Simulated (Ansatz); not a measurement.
The system is TaN.

```
CELL_PARAMETERS angstrom
5.19100 0.00000 0.00000
-2.59550 4.49554 0.00000
0.00000 0.00000 2.90800
ATOMIC_POSITIONS crystal
Ta 0.66667 0.33333 0.50000
Ta 0.33333 0.66667 0.50000
Ta 0.00000 0.00000 0.00000
N 0.00000 0.50000 0.00000
N 0.50000 0.50000 0.00000
N 0.50000 0.00000 0.00000
```

```yaml
Program: Ansatz 0.2.0
Task: single point
Functional: PBE
Potentials_or_basis: Ansatz PAW
Cutoff: "420 eV (not typed: the program's choice for these potentials)"
k_mesh: 6 × 6 × 9
Occupations: fermi-dirac, width 0.05 eV
Spin: no spin polarisation
```

On this cell: pressure 9.6 GPa; largest force under 0.003 eV/Å; band gap on the k mesh none (metal or under the smearing width).

The same run follows on a disturbed copy (atoms moved at random, drawn with an rms of 0.05 Å):

```
Ta N
1.0
     5.19100    0.00000    0.00000
    -2.59550    4.49554    0.00000
     0.00000    0.00000    2.90800
Ta N
3 3
Direct
  0.66406 0.33365 0.50720
  0.32828 0.66369 0.50070
  0.00293 0.99694 0.99074
  0.99717 0.49928 0.01932
  0.50777 0.51204 0.00589
  0.49870 0.99620 0.00418
```

Question: What does the disturbed cell give?

Answer: The energy (extrapolated to zero smearing) moves by +6.7 meV/atom; pressure 9.9 GPa; largest force 0.959 eV/Å; band gap on the k mesh none (metal or under the smearing width).

Forces in eV/Å, atoms in the order of the input:
```
Ta  -0.030 -0.311  0.192
Ta   0.196  0.228  0.606
Ta  -0.222 -0.308  0.402
N   -0.014 -0.097 -0.954
N    0.484 -0.074 -0.168
N   -0.414  0.562 -0.078
```

Stress tensor (GPa, compression positive):
```
 9.64  0.18 -0.04
 0.18  8.60  0.12
-0.04  0.12 11.46
```
